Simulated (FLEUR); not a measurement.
Here is a FLEUR MaX-R8.1 (patched build s14) calculation.

The input inp.xml:

```xml
<?xml version="1.0" encoding="UTF-8" standalone="no"?>
<fleurInput fleurInputVersion="0.39">
   <comment>
      CdS                                                                                                 
   </comment>
   <calculationSetup>
      <cutoffs Kmax="4.21" Gmax="13.1" GmaxXC="13.1" numbands="0"/>
      <scfLoop itmax="60" minDistance="0.00001" maxIterBroyd="15" imix="Anderson" alpha="0.05" precondParam="0.0" spinf="2.0"/>
      <coreElectrons ctail="T" frcor="F" kcrel="0" coretail_lmax="0"/>
      <xcFunctional name="x-a" relativisticCorrections="F"/>
      <magnetism jspins="1"/>
      <soc l_soc="F" theta="0.0" phi="0.0" spav="F"/>
      <expertModes spex="0" secvar="F"/>
      <geometryOptimization l_f="F" forcealpha="1.0" forcemix="BFGS" epsdisp="0.00001" epsforce="0.00001"/>
      <ldaU l_linMix="F" mixParam="0.05" spinf="1.0"/>
   </calculationSetup>
   <cell>
      <bzIntegration valenceElectrons="52.0" mode="hist" fermiSmearingEnergy="0.00183747">
         <kPointListSelection listName="default-1"/>
         <!-- k-points included here -->
         <xi:include xmlns:xi="http://www.w3.org/2001/XInclude" href="kpts.xml"> </xi:include>
      </bzIntegration>
      <!-- symmetry operations included here -->
      <xi:include xmlns:xi="http://www.w3.org/2001/XInclude" href="sym.xml"> </xi:include>
      <bulkLattice scale="1.0">
         <bravaisMatrix>
            <row-1>    7.8423634170900005     0.0000000000000000     0.0000000000000000</row-1>
            <row-2>   -3.9211817085450003     6.7916859448994336     0.0000000000000000</row-2>
            <row-3>    0.0000000000000000     0.0000000000000000    12.7310849014301990</row-3>
         </bravaisMatrix>
      </bulkLattice>
   </cell>
   <atomSpecies>
      <species name="Cadmium (Cd)" element="Cd" atomicNumber="48">
         <mtSphere radius="2.53" gridPoints="837" logIncrement="0.015"/>
         <atomicCutoffs lmax="10" lnonsphr="8"/>
         <electronConfig flipSpins="F">
            <coreConfig>(1s1/2) (2s1/2) (2p1/2) (2p3/2) (3s1/2) (3p1/2) (3p3/2) (3d3/2) (3d5/2)</coreConfig>
            <valenceConfig>(4s1/2) (4p1/2) (4p3/2) (5s1/2) (4d3/2) (4d5/2)</valenceConfig>
         </electronConfig>
         <energyParameters s="5" p="5" d="4" f="4"/>
         <lo type="SCLO" l="0" n="4" eDeriv="0"/>
         <lo type="SCLO" l="1" n="4" eDeriv="0"/>
         <lo type="SCLO" l="1" n="4" eDeriv="1"/>
         <lo type="SCLO" l="2" n="4" eDeriv="2"/>
         <lo type="SCLO" l="3" n="4" eDeriv="2"/>
      </species>
      <species name="Sulfur (S)" element="S" atomicNumber="16">
         <mtSphere radius="1.9" gridPoints="629" logIncrement="0.018"/>
         <atomicCutoffs lmax="8" lnonsphr="6"/>
         <electronConfig flipSpins="F">
            <coreConfig>(1s1/2) (2s1/2) (2p1/2) (2p3/2)</coreConfig>
            <valenceConfig>(3s1/2) (3p1/2) (3p3/2)</valenceConfig>
            <stateOccupation state="(3p1/2)" spinUp="0.666667" spinDown="0.666667"/>
            <stateOccupation state="(3p3/2)" spinUp="1.333333" spinDown="1.333333"/>
         </electronConfig>
         <energyParameters s="3" p="3" d="3" f="4"/>
         <lo type="SCLO" l="0" n="3" eDeriv="2"/>
         <lo type="SCLO" l="1" n="3" eDeriv="2"/>
         <lo type="SCLO" l="2" n="3" eDeriv="2"/>
         <lo type="SCLO" l="3" n="4" eDeriv="2"/>
      </species>
   </atomSpecies>
   <atomGroups>
      <atomGroup species="Cadmium (Cd)">
         <relPos label="                   1">-1.000/3.000 1.000/3.000 1.000/2.000</relPos>
         <relPos label="                   2">1.000/3.000 -1.000/3.000 .0000000000</relPos>
         <force calculate="T" relaxXYZ="TTT"/>
      </atomGroup>
      <atomGroup species="Sulfur (S)">
         <relPos label="                   3">-1.000/3.000 1.000/3.000 -1.000/8.000</relPos>
         <relPos label="                   4">1.000/3.000 -1.000/3.000 3.000/8.000</relPos>
         <force calculate="T" relaxXYZ="TTT"/>
      </atomGroup>
   </atomGroups>
   <output dos="F" band="F" slice="F">
      <checks vchk="F" cdinf="F"/>
      <bandDOS minEnergy="-.5*Htr" maxEnergy="0.5*Htr" sigma="0.015" storeEVData="T"/>
      <vacuumDOS vacdos="F" integ="F" star="F" nstars="0" locx1="0.0" locy1="0.0" locx2="0.0" locy2="0.0" nstm="0" tworkf="0.0"/>
      <unfoldingBand unfoldBand="F" supercellX="1" supercellY="1" supercellZ="1"/>
      <plotting iplot="0" polar="F">
         <plot TwoD="T" vec1="  1.0  0.0  0.0" vec2="  0.0  1.0  0.0" vec3="  0.0  0.0  1.0" zero="  0.0  0.0  0.0" file="plot"/>
      </plotting>
      <chargeDensitySlicing numkpt="0" minEigenval="0.0" maxEigenval="0.0" nnne="0" pallst="F"/>
      <specialOutput eonly="F"/>
      <magneticCircularDichroism mcd="F" energyLo="-10.0" energyUp="0.0"/>
   </output>
  <!-- We include the file relax.xml here to enable relaxations (see documentation) -->
  <xi:include xmlns:xi="http://www.w3.org/2001/XInclude" href="relax.xml"> <xi:fallback/> </xi:include>
</fleurInput>
```

The input crystal.txt:

```
CdS
&input cartesian=F /
4.1500000000  0.0000000000  0.0000000000
-2.0750000000  3.5940054257  0.0000000000
0.0000000000  0.0000000000  6.7370000000
1.8897261246
1.0 1.0 1.0

4
48 0.6666666667  0.3333333333  0.5000000000
48 0.3333333333  0.6666666667  0.0000000000
16 0.6666666667  0.3333333333  0.8750000000
16 0.3333333333  0.6666666667  0.3750000000

&kpt div1=7 div2=7 div3=4 gamma=T /
```

The input inp.xml (bands):

```
<?xml version="1.0" encoding="UTF-8" standalone="no"?>
<fleurInput fleurInputVersion="0.39">
   <comment>
      CdS                                                                                                 
   </comment>
   <calculationSetup>
      <cutoffs Kmax="4.21" Gmax="13.1" GmaxXC="13.1" numbands="0"/>
      <scfLoop itmax="60" minDistance="0.00001" maxIterBroyd="15" imix="Anderson" alpha="0.05" precondParam="0.0" spinf="2.0"/>
      <coreElectrons ctail="T" frcor="F" kcrel="0" coretail_lmax="0"/>
      <xcFunctional name="x-a" relativisticCorrections="F"/>
      <magnetism jspins="1"/>
      <soc l_soc="F" theta="0.0" phi="0.0" spav="F"/>
      <expertModes spex="0" secvar="F"/>
      <geometryOptimization l_f="F" forcealpha="1.0" forcemix="BFGS" epsdisp="0.00001" epsforce="0.00001"/>
      <ldaU l_linMix="F" mixParam="0.05" spinf="1.0"/>
   </calculationSetup>
   <cell>
      <bzIntegration valenceElectrons="52.0" mode="hist" fermiSmearingEnergy="0.00183747">
         <kPointListSelection listName="path-1"/>
         <!-- k-points included here -->
         <xi:include xmlns:xi="http://www.w3.org/2001/XInclude" href="kpts.xml"> </xi:include>
      </bzIntegration>
      <!-- symmetry operations included here -->
      <xi:include xmlns:xi="http://www.w3.org/2001/XInclude" href="sym.xml"> </xi:include>
      <bulkLattice scale="1.0">
         <bravaisMatrix>
            <row-1>    7.8423634170900005     0.0000000000000000     0.0000000000000000</row-1>
            <row-2>   -3.9211817085450003     6.7916859448994336     0.0000000000000000</row-2>
            <row-3>    0.0000000000000000     0.0000000000000000    12.7310849014301990</row-3>
         </bravaisMatrix>
      </bulkLattice>
   </cell>
   <atomSpecies>
      <species name="Cadmium (Cd)" element="Cd" atomicNumber="48">
         <mtSphere radius="2.53" gridPoints="837" logIncrement="0.015"/>
         <atomicCutoffs lmax="10" lnonsphr="8"/>
         <electronConfig flipSpins="F">
            <coreConfig>(1s1/2) (2s1/2) (2p1/2) (2p3/2) (3s1/2) (3p1/2) (3p3/2) (3d3/2) (3d5/2)</coreConfig>
            <valenceConfig>(4s1/2) (4p1/2) (4p3/2) (5s1/2) (4d3/2) (4d5/2)</valenceConfig>
         </electronConfig>
         <energyParameters s="5" p="5" d="4" f="4"/>
         <lo type="SCLO" l="0" n="4" eDeriv="0"/>
         <lo type="SCLO" l="1" n="4" eDeriv="0"/>
         <lo type="SCLO" l="1" n="4" eDeriv="1"/>
         <lo type="SCLO" l="2" n="4" eDeriv="2"/>
         <lo type="SCLO" l="3" n="4" eDeriv="2"/>
      </species>
      <species name="Sulfur (S)" element="S" atomicNumber="16">
         <mtSphere radius="1.9" gridPoints="629" logIncrement="0.018"/>
         <atomicCutoffs lmax="8" lnonsphr="6"/>
         <electronConfig flipSpins="F">
            <coreConfig>(1s1/2) (2s1/2) (2p1/2) (2p3/2)</coreConfig>
            <valenceConfig>(3s1/2) (3p1/2) (3p3/2)</valenceConfig>
            <stateOccupation state="(3p1/2)" spinUp="0.666667" spinDown="0.666667"/>
            <stateOccupation state="(3p3/2)" spinUp="1.333333" spinDown="1.333333"/>
         </electronConfig>
         <energyParameters s="3" p="3" d="3" f="4"/>
         <lo type="SCLO" l="0" n="3" eDeriv="2"/>
         <lo type="SCLO" l="1" n="3" eDeriv="2"/>
         <lo type="SCLO" l="2" n="3" eDeriv="2"/>
         <lo type="SCLO" l="3" n="4" eDeriv="2"/>
      </species>
   </atomSpecies>
   <atomGroups>
      <atomGroup species="Cadmium (Cd)">
         <relPos label="                   1">-1.000/3.000 1.000/3.000 1.000/2.000</relPos>
         <relPos label="                   2">1.000/3.000 -1.000/3.000 .0000000000</relPos>
         <force calculate="T" relaxXYZ="TTT"/>
      </atomGroup>
      <atomGroup species="Sulfur (S)">
         <relPos label="                   3">-1.000/3.000 1.000/3.000 -1.000/8.000</relPos>
         <relPos label="                   4">1.000/3.000 -1.000/3.000 3.000/8.000</relPos>
         <force calculate="T" relaxXYZ="TTT"/>
      </atomGroup>
   </atomGroups>
   <output dos="F" band="T" slice="F">
      <checks vchk="F" cdinf="F"/>
      <bandDOS minEnergy="-.5*Htr" maxEnergy="0.5*Htr" sigma="0.015" storeEVData="T"/>
      <vacuumDOS vacdos="F" integ="F" star="F" nstars="0" locx1="0.0" locy1="0.0" locx2="0.0" locy2="0.0" nstm="0" tworkf="0.0"/>
      <unfoldingBand unfoldBand="F" supercellX="1" supercellY="1" supercellZ="1"/>
      <plotting iplot="0" polar="F">
         <plot TwoD="T" vec1="  1.0  0.0  0.0" vec2="  0.0  1.0  0.0" vec3="  0.0  0.0  1.0" zero="  0.0  0.0  0.0" file="plot"/>
      </plotting>
      <chargeDensitySlicing numkpt="0" minEigenval="0.0" maxEigenval="0.0" nnne="0" pallst="F"/>
      <specialOutput eonly="F"/>
      <magneticCircularDichroism mcd="F" energyLo="-10.0" energyUp="0.0"/>
   </output>
  <!-- We include the file relax.xml here to enable relaxations (see documentation) -->
  <xi:include xmlns:xi="http://www.w3.org/2001/XInclude" href="relax.xml"> <xi:fallback/> </xi:include>
</fleurInput>
```

Potentials or basis: all-electron, FLAPW.

Command:

```bash
$ inpgen -f crystal.txt -profile fastHighL
$ # inp.xml edited to the form shown
$ fleur
$ fleur   # second run, on inp.xml (bands)
```

(1) Predict the band gap along the path.

(2) What does it give for the band gap on the k mesh?

## Answers

(1) 0.77 eV, direct.

(2) 0.77 eV, direct.

**The experiment to reproduce.**

From “Isotope dependence of band-gap energy”, 2008, arxiv:0807.2152, for a bulk crystal of CdS: band gap 2.5809 ± 0.0002 eV.

Measured gap of CdS: 2.5809 eV (quoted in “Isotope dependence of band-gap energy”, 2008, arxiv:0807.2152). This calculation gives 0.77 eV (-1.81 eV). So large a miss can be the level of theory's own, or it may mean another phase, state or a wrong row. Spin-orbit coupling on Cd is left out. The value is that of LDA exchange alone (X-alpha), without temperature or zero-point motion.
